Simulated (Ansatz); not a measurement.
# W (hcp)

Method: PBE, scalar-relativistic; no spin polarisation; PAW, 420 eV, Γ-centred 18×18×10 mesh, 0.05 eV Gaussian smearing; code Ansatz; PAW files: Ansatz's generated set soft_2.

```xyz
2
Lattice="2.7765 0.0000 0.0000 -1.3882 2.4045 0.0000 0.0000 0.0000 4.9513" Properties=species:S:1:pos:R:3 pbc="T T T"
W     0.0000    1.6030    3.7135
W     1.3882    0.8015    1.2378
```

At room temperature and ambient pressure W is bcc.

Cell and atoms are those of this level's equilibrium.

Path: Γ–M–K–Γ–A–L–H–A | L–M | H–K, with Γ = (0.000, 0.000, 0.000), M = (0.500, 0.000, 0.000), K = (0.333, 0.333, 0.000), A = (0.000, 0.000, 0.500), L = (0.500, 0.000, 0.500), H = (0.333, 0.333, 0.500) in reciprocal vectors of the calculation's cell.

Question: Is it a metal or an insulator, and if it has a gap, where are the band edges on this path?

Answer: A metal: bands cross the Fermi level.

Levels between -6 and 6 eV from the Fermi level at the path's named points:
```tsv
point	below E_F (eV)	above E_F (eV)
Γ	-5.86 -1.68 -0.42 -0.42 -0.30	0.15 0.15 2.01 2.01 4.26 4.26
M	-4.97 -4.95 -4.40 -1.27 -0.89 -0.38 -0.15	4.64 5.65 5.95
K	-3.92 -2.76 -2.76 -2.34 -1.49 -1.49	0.30 3.11 3.19 3.19
A	-2.12 -2.12 -0.38 -0.38 -0.38 -0.38	3.50 3.50 3.50 3.50
L	-5.34 -5.34 -3.41 -3.41	1.26 1.26 1.68 1.68 4.97 4.97 5.81 5.81
H	-3.43 -3.43 -2.79 -2.79 -1.35 -1.35	0.63 0.63 4.32 4.32
```

These numbers lack spin–orbit coupling.
